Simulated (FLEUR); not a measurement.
Here is a FLEUR MaX-R8.1 (later development tree) calculation.

inp.xml

```xml
<?xml version="1.0" encoding="UTF-8" standalone="no"?>
<fleurInput fleurInputVersion="0.39">
   <comment>
      Pb                                                                                                  
   </comment>
   <calculationSetup>
      <cutoffs Kmax="4.1" Gmax="12.7" GmaxXC="12.7" numbands="0"/>
      <scfLoop itmax="80" minDistance="0.0001" maxIterBroyd="30" imix="Anderson" alpha="0.05" precondParam="0.0" spinf="2.0" sdNocoIR="T"/>
      <coreElectrons ctail="F" frcor="F" kcrel="0" coretail_lmax="0"/>
      <xcFunctional name="LibXC" relativisticCorrections="F">
         <LibXCName exchange="mgga_x_r2scan" correlation="mgga_c_r2scan"/>
         <AuxGGA exchange="117" correlation="130"/>
      </xcFunctional>
      <magnetism jspins="1"/>
      <soc l_soc="F" theta="0.0" phi="0.0" spav="F"/>
      <expertModes spex="0" secvar="F"/>
      <geometryOptimization l_f="F" forcealpha="1.0" forcemix="BFGS" epsdisp="0.00001" epsforce="0.00001"/>
      <ldaU l_linMix="F" mixParam="0.05" spinf="1.0"/>
   </calculationSetup>
   <cell>
      <bzIntegration valenceElectrons="40.0" mode="hist" fermiSmearingEnergy="0.00183747">
         <kPointListSelection listName="default-1"/>
         <!-- k-points included here -->
         <xi:include xmlns:xi="http://www.w3.org/2001/XInclude" href="kpts.xml"> </xi:include>
      </bzIntegration>
      <!-- symmetry operations included here -->
      <xi:include xmlns:xi="http://www.w3.org/2001/XInclude" href="sym.xml"> </xi:include>
      <bulkLattice scale="1.0">
         <bravaisMatrix>
            <row-1>    6.5762469136079993     0.0000000000000000     0.0000000000000000</row-1>
            <row-2>   -3.2881234568039996     5.6951968888005178     0.0000000000000000</row-2>
            <row-3>    0.0000000000000000     0.0000000000000000    10.5635690365139983</row-3>
         </bravaisMatrix>
      </bulkLattice>
   </cell>
   <atomSpecies>
      <species name="Lead (Pb)" element="Pb" atomicNumber="82">
         <mtSphere radius="2.66" gridPoints="879" logIncrement="0.015"/>
         <atomicCutoffs lmax="10" lnonsphr="10"/>
         <electronConfig flipSpins="F">
            <coreConfig>(1s1/2) (2s1/2) (2p1/2) (2p3/2) (3s1/2) (3p1/2) (3p3/2) (4s1/2) (3d3/2) (3d5/2) (4p1/2) (4p3/2) (4d3/2) (4d5/2) (4f5/2) (4f7/2) (5s1/2)</coreConfig>
            <valenceConfig>(5p1/2) (5p3/2) (6s1/2) (5d3/2) (5d5/2) (6p1/2) (6p3/2)</valenceConfig>
            <stateOccupation state="(6p1/2)" spinUp="0.333333" spinDown="0.333333"/>
            <stateOccupation state="(6p3/2)" spinUp="0.666667" spinDown="0.666667"/>
         </electronConfig>
         <energyParameters s="6" p="6" d="5" f="5"/>
         <lo type="SCLO" l="1" n="5" eDeriv="0"/>
         <lo type="SCLO" l="1" n="5" eDeriv="1"/>
         <lo type="SCLO" l="0" n="6" eDeriv="2"/>
         <lo type="SCLO" l="2" n="5" eDeriv="2"/>
         <lo type="SCLO" l="3" n="5" eDeriv="2"/>
      </species>
   </atomSpecies>
   <atomGroups>
      <atomGroup species="Lead (Pb)">
         <relPos label="                   1">-1.000/3.000 1.000/3.000 -1.000/4.000</relPos>
         <relPos label="                   2">1.000/3.000 -1.000/3.000 1.000/4.000</relPos>
         <force calculate="T" relaxXYZ="TTT"/>
      </atomGroup>
   </atomGroups>
   <output dos="F" band="F" slice="F">
      <checks vchk="F" cdinf="F"/>
      <bandDOS minEnergy="-.5*Htr" maxEnergy="0.5*Htr" sigma="0.015" storeEVData="T"/>
      <vacuumDOS vacdos="F" integ="F" star="F" nstars="0" locx1="0.0" locy1="0.0" locx2="0.0" locy2="0.0" nstm="0" tworkf="0.0"/>
      <unfoldingBand unfoldBand="F" supercellX="1" supercellY="1" supercellZ="1"/>
      <plotting iplot="0" polar="F">
         <plot TwoD="T" vec1="  1.0  0.0  0.0" vec2="  0.0  1.0  0.0" vec3="  0.0  0.0  1.0" zero="  0.0  0.0  0.0" file="plot"/>
      </plotting>
      <chargeDensitySlicing numkpt="0" minEigenval="0.0" maxEigenval="0.0" nnne="0" pallst="F"/>
      <specialOutput eonly="F"/>
      <moessbauerParams electricFieldGradient="T" isomerShift="T" coreHyperfine="T" valenceHyperfine="T"/>
      <magneticCircularDichroism mcd="F" energyLo="-10.0" energyUp="0.0"/>
   </output>
  <!-- We include the file relax.xml here to enable relaxations (see documentation) -->
  <xi:include xmlns:xi="http://www.w3.org/2001/XInclude" href="relax.xml"> <xi:fallback/> </xi:include>
</fleurInput>
```

File crystal.txt:

```
Pb
&input cartesian=F /
3.4800000000  0.0000000000  0.0000000000
-1.7400000000  3.0137684052  0.0000000000
0.0000000000  0.0000000000  5.5900000000
1.8897261246
1.0 1.0 1.0

2
82 0.6666666666  0.3333333332  0.7500000000
82 0.3333333332  0.6666666666  0.2500000000

&kpt div1=9 div2=9 div3=5 gamma=T /
```

inp.xml (bands)

```
<?xml version="1.0" encoding="UTF-8" standalone="no"?>
<fleurInput fleurInputVersion="0.39">
   <comment>
      Pb                                                                                                  
   </comment>
   <calculationSetup>
      <cutoffs Kmax="4.1" Gmax="12.7" GmaxXC="12.7" numbands="0"/>
      <scfLoop itmax="80" minDistance="0.0001" maxIterBroyd="30" imix="Anderson" alpha="0.05" precondParam="0.0" spinf="2.0" sdNocoIR="T"/>
      <coreElectrons ctail="F" frcor="F" kcrel="0" coretail_lmax="0"/>
      <xcFunctional name="LibXC" relativisticCorrections="F">
         <LibXCName exchange="mgga_x_r2scan" correlation="mgga_c_r2scan"/>
         <AuxGGA exchange="117" correlation="130"/>
      </xcFunctional>
      <magnetism jspins="1"/>
      <soc l_soc="F" theta="0.0" phi="0.0" spav="F"/>
      <expertModes spex="0" secvar="F"/>
      <geometryOptimization l_f="F" forcealpha="1.0" forcemix="BFGS" epsdisp="0.00001" epsforce="0.00001"/>
      <ldaU l_linMix="F" mixParam="0.05" spinf="1.0"/>
   </calculationSetup>
   <cell>
      <bzIntegration valenceElectrons="40.0" mode="hist" fermiSmearingEnergy="0.00183747">
         <kPointListSelection listName="path-1"/>
         <!-- k-points included here -->
         <xi:include xmlns:xi="http://www.w3.org/2001/XInclude" href="kpts.xml"> </xi:include>
      </bzIntegration>
      <!-- symmetry operations included here -->
      <xi:include xmlns:xi="http://www.w3.org/2001/XInclude" href="sym.xml"> </xi:include>
      <bulkLattice scale="1.0">
         <bravaisMatrix>
            <row-1>    6.5762469136079993     0.0000000000000000     0.0000000000000000</row-1>
            <row-2>   -3.2881234568039996     5.6951968888005178     0.0000000000000000</row-2>
            <row-3>    0.0000000000000000     0.0000000000000000    10.5635690365139983</row-3>
         </bravaisMatrix>
      </bulkLattice>
   </cell>
   <atomSpecies>
      <species name="Lead (Pb)" element="Pb" atomicNumber="82">
         <mtSphere radius="2.66" gridPoints="879" logIncrement="0.015"/>
         <atomicCutoffs lmax="10" lnonsphr="10"/>
         <electronConfig flipSpins="F">
            <coreConfig>(1s1/2) (2s1/2) (2p1/2) (2p3/2) (3s1/2) (3p1/2) (3p3/2) (4s1/2) (3d3/2) (3d5/2) (4p1/2) (4p3/2) (4d3/2) (4d5/2) (4f5/2) (4f7/2) (5s1/2)</coreConfig>
            <valenceConfig>(5p1/2) (5p3/2) (6s1/2) (5d3/2) (5d5/2) (6p1/2) (6p3/2)</valenceConfig>
            <stateOccupation state="(6p1/2)" spinUp="0.333333" spinDown="0.333333"/>
            <stateOccupation state="(6p3/2)" spinUp="0.666667" spinDown="0.666667"/>
         </electronConfig>
         <energyParameters s="6" p="6" d="5" f="5"/>
         <lo type="SCLO" l="1" n="5" eDeriv="0"/>
         <lo type="SCLO" l="1" n="5" eDeriv="1"/>
         <lo type="SCLO" l="0" n="6" eDeriv="2"/>
         <lo type="SCLO" l="2" n="5" eDeriv="2"/>
         <lo type="SCLO" l="3" n="5" eDeriv="2"/>
      </species>
   </atomSpecies>
   <atomGroups>
      <atomGroup species="Lead (Pb)">
         <relPos label="                   1">-1.000/3.000 1.000/3.000 -1.000/4.000</relPos>
         <relPos label="                   2">1.000/3.000 -1.000/3.000 1.000/4.000</relPos>
         <force calculate="T" relaxXYZ="TTT"/>
      </atomGroup>
   </atomGroups>
   <output dos="F" band="T" slice="F">
      <checks vchk="F" cdinf="F"/>
      <bandDOS minEnergy="-.5*Htr" maxEnergy="0.5*Htr" sigma="0.015" storeEVData="T"/>
      <vacuumDOS vacdos="F" integ="F" star="F" nstars="0" locx1="0.0" locy1="0.0" locx2="0.0" locy2="0.0" nstm="0" tworkf="0.0"/>
      <unfoldingBand unfoldBand="F" supercellX="1" supercellY="1" supercellZ="1"/>
      <plotting iplot="0" polar="F">
         <plot TwoD="T" vec1="  1.0  0.0  0.0" vec2="  0.0  1.0  0.0" vec3="  0.0  0.0  1.0" zero="  0.0  0.0  0.0" file="plot"/>
      </plotting>
      <chargeDensitySlicing numkpt="0" minEigenval="0.0" maxEigenval="0.0" nnne="0" pallst="F"/>
      <specialOutput eonly="F"/>
      <moessbauerParams electricFieldGradient="T" isomerShift="T" coreHyperfine="T" valenceHyperfine="T"/>
      <magneticCircularDichroism mcd="F" energyLo="-10.0" energyUp="0.0"/>
   </output>
  <!-- We include the file relax.xml here to enable relaxations (see documentation) -->
  <xi:include xmlns:xi="http://www.w3.org/2001/XInclude" href="relax.xml"> <xi:fallback/> </xi:include>
</fleurInput>
```

Potentials or basis: all-electron, FLAPW.

Run with:

```bash
$ inpgen -f crystal.txt -profile fastHighL
$ # inp.xml edited to the form shown
$ fleur_MPI
$ fleur_MPI   # second run, on inp.xml (bands)
```

Task: What does it give for the band gap along the path?

Result: None (metal or under the smearing width).

Levels at the corners of the path, in eV from the Fermi level:
```
point  band 17  band 18  band 19  band 20  band 21  band 22  band 23  band 24
    Γ   -12.52    -8.32    -4.49     5.81     5.81     7.82     7.82     8.54
    M    -8.78    -7.44    -2.99    -1.49    -0.57     1.95     2.04     6.03
    K    -7.62    -7.62    -2.99    -0.45    -0.45     0.85     1.14     1.14
    Γ   -12.52    -8.32    -4.49     5.81     5.81     7.82     7.82     8.54
    A   -11.17   -11.17     1.12     1.12     6.77     6.77     6.77     6.77
    L    -7.87    -7.87    -3.98    -3.98     3.58     3.58     3.94     3.94
    H    -7.30    -7.30    -2.76    -2.76    -1.57    -1.57     5.47     5.47
    A   -11.17   -11.17     1.12     1.12     6.77     6.77     6.77     6.77
    L    -7.87    -7.87    -3.98    -3.98     3.58     3.58     3.94     3.94
    M    -8.78    -7.44    -2.99    -1.49    -0.57     1.95     2.04     6.03
    K    -7.62    -7.62    -2.99    -0.45    -0.45     0.85     1.14     1.14
    H    -7.30    -7.30    -2.76    -2.76    -1.57    -1.57     5.47     5.47
```

Caveat: the meta-GGA is that of a development version, with a GGA for the radial functions and cores and without core tails; spin-orbit coupling is left out, which moves the levels of the heavy elements.
